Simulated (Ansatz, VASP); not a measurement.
# V in VASP and in Ansatz

```
V
1.0
    -1.23310    1.23310    2.23611
     1.23310   -1.23310    2.23611
     1.23310    1.23310   -2.23611
V
1
Direct
  0.00000 0.00000 0.00000
```

Alike in both runs: functional PBE; k mesh 32 × 32 × 32; occupations gaussian, width 0.1 eV; no spin polarisation.

Ansatz relaxed the structure, and its values are those at the end. VASP's run is a single point on that final structure, the one shown.

|  | VASP | Ansatz |
| --- | --- | --- |
| version | VASP 6.6.1 | Ansatz 0.2.0 |
| potentials or method | VASP PAW PBE potentials, release 64 (V_sv) | scalar-relativistic, plane waves, PAW |
| plane-wave cutoff (eV) | 520 | 420 |
| valence electrons in the cell | 13 | 13 |

VASP gave:

```
gap on the k mesh at the Fermi level (eV) : none
pressure (GPa)                            : 0.2
```

Question: Estimate Ansatz's values.

Answer: gap on the k mesh at the Fermi level (eV): none; pressure (GPa): 0.0.

A gap of «none» marks a metal or a gap that the smearing closes.
